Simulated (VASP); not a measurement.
# SnO (P4/nmm) in VASP: band structure with PBE

Aim: the band structure of SnO with PBE.

Everything below comes from runs of VASP 6.6.1. Logs are shortened: lines on timing, memory, paths and dates and some standing lists are left out, and cuts for length are marked.

### 1 The crystal as given

Symmetry: P4/nmm, No. 129, tetragonal system. The conventional cell has a = 3.867 Å, b = 3.867 Å, c = 5.034 Å, α = 90.00°, β = 90.00°, γ = 90.00°. Sn (site symmetry 4mm) has 4 O at 2.26 Å as nearest neighbours. O (site symmetry -4m2) has 4 Sn at 2.26 Å as nearest neighbours.

### 2 Band structure, PBE

File INCAR:

```
PREC = Accurate
ENCUT = 520
EDIFF = 1E-6
ISMEAR = 0
SIGMA = 0.03
LREAL = False
LASPH = True
NELM = 80
ALGO = Fast
ISIF = 2
LWAVE = False
LCHARG = False
GGA = PE
NBANDS = 28
ICORELEVEL = 1
```

File KPOINTS:

```
regular mesh
0
Gamma
  8 8 6
```

File POSCAR:

```
SnO                                     
1.0
    3.8672151681      0.0000000000      0.0000000000
    0.0000000000      3.8672151681      0.0000000000
    0.0000000000      0.0000000000      5.0343678979
  Sn              O             
     2     2
Direct
     0.5000000000000000    0.0000000000000000    0.2309516304942179
     0.0000000000000000    0.5000000000000000    0.7690483695057821
     0.0000000000000000    0.0000000000000000    0.0000000000000000
     0.5000000000000000    0.5000000000000000    0.0000000000000000
```

File KPOINTS_OPT:

```
explicit points
141
Reciprocal
 0.0000000000  0.0000000000  0.0000000000 1
 0.0000000000  0.0357142857  0.0000000000 1
 0.0000000000  0.0714285714  0.0000000000 1
 0.0000000000  0.1071428571  0.0000000000 1
 0.0000000000  0.1428571429  0.0000000000 1
 0.0000000000  0.1785714286  0.0000000000 1
[... 133 lines left out ...]
 0.0000000000  0.5000000000  0.0000000000 1
 0.0000000000  0.0000000000  0.5000000000 1
```

Potentials or basis: VASP PAW PBE potentials, release 64 (Sn_d, O).

Launch:

```console
$ cat potpaw_PBE.64/Sn_d/POTCAR potpaw_PBE.64/O/POTCAR > POTCAR
$ mpirun -np 1 vasp_std > vasp.out
```

OUTCAR:

```text
PREC = Accurate
   ENCUT = 520
   EDIFF = 1E-6
   ISMEAR = 0
   LREAL = False
   LASPH = True
   NELM = 80
   ISIF = 2
   GGA = PE

 ion  position               nearest neighbor table
   1  0.500  0.000  0.231-   3 2.26   4 2.26   4 2.26   3 2.26   2 3.59   2 3.59   2 3.59   2 3.59

   2  0.000  0.500  0.769-   3 2.26   4 2.26   3 2.26   4 2.26   1 3.59   1 3.59   1 3.59   1 3.59

   3  0.000  0.000  0.000-   1 2.26   2 2.26   2 2.26   1 2.26
   4  0.500  0.500  0.000-   1 2.26   2 2.26   1 2.26   2 2.26

  LATTYP: Found a simple tetragonal cell.
 ALAT       =     3.8672151681
 C/A-ratio  =     1.3018070314

  Lattice vectors:

 A1 = (   3.8672151681,   0.0000000000,   0.0000000000)
 A2 = (   0.0000000000,   3.8672151681,   0.0000000000)
 A3 = (   0.0000000000,   0.0000000000,   5.0343678979)

Analysis of symmetry for initial positions (statically):
=====================================================================
 Subroutine PRICEL returns:
 Original cell was already a primitive cell.

 Routine SETGRP: Setting up the symmetry group for a
 simple tetragonal supercell.

 Subroutine GETGRP returns: Found 16 space group operations
 (whereof  8 operations were pure point group operations)
 out of a pool of 16 trial point group operations.

The static configuration has the point symmetry D_2d.
 The point group associated with its full space group is D_4h.

Analysis of symmetry for dynamics (positions and initial velocities):
=====================================================================
 Subroutine PRICEL returns:
 Original cell was already a primitive cell.

 Routine SETGRP: Setting up the symmetry group for a
 simple tetragonal supercell.

 Subroutine GETGRP returns: Found 16 space group operations
 (whereof  8 operations were pure point group operations)
 out of a pool of 16 trial point group operations.

The dynamic configuration has the point symmetry D_2d.
 The point group associated with its full space group is D_4h.

 Subroutine INISYM returns: Found 16 space group operations
 (whereof  8 operations are pure point group operations),
 and found     1 'primitive' translations

----------------------------------------------------------------------------------------

                                     Primitive cell

  volume of cell :      75.2907

  direct lattice vectors                    reciprocal lattice vectors
     3.867215168  0.000000000  0.000000000     0.258584009  0.000000000  0.000000000
[... 101 lines left out ...]
   NELECT =      40.0000    total number of electrons
   NUPDOWN=      -1.0000    fix difference up-down
   EMIN   =  10.00;   EMAX   =-10.00  energy-range for DOS
   EFERMI =   0.00;   METHOD = LEGACY
   ISMEAR =     0;   SIGMA  =   0.03  broadening in eV -4-tet -1-fermi 0-gaus
   EFERMI_NEDOS =   21; number of points for ismear=-14 and -15
   IALGO  =     68    algorithm
   IMIX   =      4    mixing-type and parameters
     AMIX     =   0.40;   BMIX     =  1.00
     AMIX_MAG =   1.60;   BMIX_MAG =  1.00
  volume/ion in A,a.u.               =      18.82       127.02
  Fermi-wavevector in a.u.,A,eV,Ry     =   1.325911  2.505608 23.919577  1.758039
  Thomas-Fermi vector in A             =   2.455337
   LORBIT       =      0    0 simple, 1 ext, 2 COOP (PROOUT), +10 PAW based schemes
   GGA     = PE    functional components
   LHFCALC =     F    Hartree Fock is set to
   AEXX    =    0.0000 exact exchange contribution
   IVDW    =     0    specifies the selected vdW correction
   LEPSILON=     F    determine dielectric tensor
   LRPA    =     F    only Hartree local field effects (RPA)
 non-spin polarized calculation
 RMM-DIIS sequential band-by-band and
 Gauss-broadening in eV      SIGMA  =   0.03
  energy-cutoff  :      520.00
  volume of cell :       75.29
 maximum number of plane-waves:      2050
 NGX is ok and might be reduce to    30
   NGX = 15   NGY = 15   NGZ = 19

 number of electron      39.9999987 magnetization

 Free energy of the ion-electron system (eV)
  ---------------------------------------------------
  ext. energy  EPLUGINS =         0.00000000
  ---------------------------------------------------
  free energy    TOTEN  =       -22.72586095 eV

  energy without entropy =      -22.72586095  energy(sigma->0) =      -22.72586095

 the core state eigenenergies are
   1-  1s -28996.4432  2s  -4367.8875  2p  -3919.5116  3s   -834.1449  3p   -687.6925
       3d   -462.3995  4s   -123.1154  4p    -78.9026
   2-  1s -28996.4432  2s  -4367.8875  2p  -3919.5116  3s   -834.1449  3p   -687.6925
       3d   -462.3995  4s   -123.1154  4p    -78.9026
   3-  1s   -499.9815
   4-  1s   -499.9815

 E-fermi :   6.4030     XC(G=0):  -9.8654

 val. band max:        6.2139092010   @ k =   0.0000   0.0000   0.0000
 cond. band min:       6.6503629435   @ k =   0.5000   0.5000   0.0000
 fundamental gap:      0.4364537426
 Fermi energy:         6.4029550051

 k-point     1 :       0.0000    0.0000    0.0000
  band No.  band energies     occupation
      1     -15.5383      2.00000
      2     -15.1791      2.00000
      3     -15.1744      2.00000
      4     -15.1744      2.00000
      5     -15.1455      2.00000
      6     -15.1306      2.00000
[... 271 lines left out ...]
 k-point    10 :       0.2500    0.2500    0.0000
  band No.  band energies     occupation
      1     -15.4941      2.00000
      2     -15.3223      2.00000
      3     -15.1706      2.00000
      4     -15.1529      2.00000

------------------------ aborting loop because EDIFF is reached ----------------------------------------

  FORCE on cell =-STRESS in cart. coord.  units (eV):
  Direction    XX          YY          ZZ          XY          YZ          ZX
  --------------------------------------------------------------------------------------
  -------------------------------------------------------------------------------------
  Total        0.0311873      0.0311873      0.0183587      0.0000000     -0.0000000      0.0000000
  in kB        0.6636620      0.6636620      0.3906713      0.0000000     -0.0000000      0.0000000
  external PRESSURE =       0.5726651 kB  Pullay stress =       0.0000000 kB

 VOLUME and BASIS-vectors are now :
 -----------------------------------------------------------------------------
  energy-cutoff  :      520.00
  volume of cell :       75.29
      direct lattice vectors                 reciprocal lattice vectors
     3.867215168  0.000000000  0.000000000     0.258584009  0.000000000  0.000000000
     0.000000000  3.867215168  0.000000000     0.000000000  0.258584009  0.000000000
     0.000000000  0.000000000  5.034367898     0.000000000  0.000000000  0.198634669

 POSITION                                       TOTAL-FORCE (eV/Angst)
 -----------------------------------------------------------------------------------
      1.93361      0.00000      1.16270        -0.000000     -0.000000      0.001769
      0.00000      1.93361      3.87167        -0.000000     -0.000000     -0.001769
      0.00000      0.00000      0.00000        -0.000000     -0.000000      0.000000
      1.93361      1.93361      0.00000         0.000000      0.000000      0.000000
 -----------------------------------------------------------------------------------
    total drift:                                0.000000      0.000000      0.000000

  FREE ENERGIE OF THE ION-ELECTRON SYSTEM (eV)
  ---------------------------------------------------
  free  energy   TOTEN  =       -22.7258609533 eV

  energy  without entropy=      -22.7258609533  energy(sigma->0) =      -22.72586095
```

OSZICAR:

```text
N       E                     dE             d eps       ncg     rms          rms(c)
DAV:   1     0.419479409208E+03    0.41948E+03   -0.19913E+04  3480   0.213E+03
DAV:   2     0.397285556181E+02   -0.37975E+03   -0.36476E+03  3468   0.539E+02
[... 35 lines left out ...]
       N       E                     dE             ncg
DAV:   1     0.476823888688E+05   -0.26493E+05     1248
DAV:   2     0.402070550940E+05   -0.74753E+04     1280
DAV:   3     0.390528748608E+05   -0.11542E+04     1320
DAV:   4     0.389971117215E+05   -0.55763E+02     1420
DAV:   5     0.389958621507E+05   -0.12496E+01     1268
DAV:   6     0.389958052252E+05   -0.56926E-01     1528
DAV:   7     0.389958026589E+05   -0.25663E-02     1492
DAV:   8     0.389958026181E+05   -0.40753E-04     1496
DAV:   9     0.389958026168E+05   -0.13336E-05      772
DAV:  10     0.389958026167E+05   -0.75081E-07      684
```

Wall time 1.9 min (1 thread of Intel Xeon 6975P-C (Granite Rapids), shared host); peak memory 0.31 GiB.

Results:

| Item | Value |
| --- | --- |
| Free energy | -22.7259 eV |
| Pressure | 0.1 GPa |
| Band gap on the k mesh | 0.44 eV, indirect (least direct gap 1.93 eV) |
| Band gap along the path | 0.43 eV, indirect (least direct gap 1.93 eV) |

Levels at the corners of the path, in eV from the valence-band top:
| point | band 17 | band 18 | band 19 | band 20 | band 21 | band 22 | band 23 | band 24 |
| --- | --- | --- | --- | --- | --- | --- | --- | --- |
| Γ | -3.16 | -2.88 | -2.88 | 0.00 | 1.93 | 4.14 | 4.85 | 4.85 |
| X | -4.47 | -4.47 | -2.38 | -2.38 | 3.05 | 3.05 | 5.73 | 5.73 |
| X | -4.47 | -4.47 | -2.38 | -2.38 | 3.05 | 3.05 | 5.73 | 5.73 |
| M | -2.24 | -2.24 | -1.76 | -1.76 | 0.43 | 0.43 | 4.54 | 4.54 |
| M | -2.24 | -2.24 | -1.76 | -1.76 | 0.43 | 0.43 | 4.54 | 4.54 |
| Γ | -3.16 | -2.88 | -2.88 | 0.00 | 1.93 | 4.14 | 4.85 | 4.85 |
| Γ | -3.16 | -2.88 | -2.88 | 0.00 | 1.93 | 4.14 | 4.85 | 4.85 |
| Z | -3.21 | -2.89 | -2.89 | -1.96 | 1.73 | 3.24 | 3.24 | 3.74 |
| Z | -3.21 | -2.89 | -2.89 | -1.96 | 1.73 | 3.24 | 3.24 | 3.74 |
| R | -4.44 | -4.44 | -1.55 | -1.55 | 2.49 | 2.49 | 5.51 | 5.51 |
| R | -4.44 | -4.44 | -1.55 | -1.55 | 2.49 | 2.49 | 5.51 | 5.51 |
| A | -2.40 | -2.40 | -2.24 | -2.24 | 2.56 | 2.56 | 3.79 | 3.79 |
| A | -2.40 | -2.40 | -2.24 | -2.24 | 2.56 | 2.56 | 3.79 | 3.79 |
| Z | -3.21 | -2.89 | -2.89 | -1.96 | 1.73 | 3.24 | 3.24 | 3.74 |
| X | -4.47 | -4.47 | -2.38 | -2.38 | 3.05 | 3.05 | 5.73 | 5.73 |
| R | -4.44 | -4.44 | -1.55 | -1.55 | 2.49 | 2.49 | 5.51 | 5.51 |
| M | -2.24 | -2.24 | -1.76 | -1.76 | 0.43 | 0.43 | 4.54 | 4.54 |
| A | -2.40 | -2.40 | -2.24 | -2.24 | 2.56 | 2.56 | 3.79 | 3.79 |

Core levels (eV, on the scale of the bands):
```csv
atom,levels
1 Sn,"1s -28996.4, 2s -4367.9, 2p -3919.5, 3s -834.1, 3p -687.7, 3d -462.4, 4s -123.1, 4p -78.9"
2 Sn,"1s -28996.4, 2s -4367.9, 2p -3919.5, 3s -834.1, 3p -687.7, 3d -462.4, 4s -123.1, 4p -78.9"
3 O,1s -500.0
4 O,1s -500.0
```

Caveat: spin-orbit coupling is left out, which moves the levels of the heavy elements.
